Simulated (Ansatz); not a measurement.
Input of an Ansatz 0.2.0 run:

input.yaml

```yaml
crystal:
  lattice:
    - [-1.908256, 1.948366, 2.62269]
    - [1.855603, -1.925345, 2.568508]
    - [1.896895, 1.913985, -2.606208]
  atoms:
    - { symbol: Na, position: [-0.001983, -0.004979, -0.017024] }
kpoints:
  mp_grid: { grid: [10, 10, 10] }
scf:
  occupations: { method: fermi_dirac, width: 0.05 }
hamiltonian:
  xc: pbe
  pseudopotentials: { kind: all_electron, lapw: { basis_error: 0.001 } }
output:
  forces: true
  stress: true
  eigenvalues: true
  populations: true
```

Potentials or basis: all-electron LAPW, scalar-relativistic.

Launch:

```sh
$ ansatz run input.yaml --threads 1 --pin off --max-ram 3072MiB --backend cpu --events-out ev --progress --plain --runs-dir out
```

Problem. Predict the pressure.

Solution. -0.1 GPa.

Problem. Predict the band gap on the k mesh.

Solution. None (metal or under the smearing width).

Stress tensor (GPa, compression positive):
```
 0.07  0.01  0.07
 0.01 -0.26 -0.06
 0.07 -0.06 -0.11
```
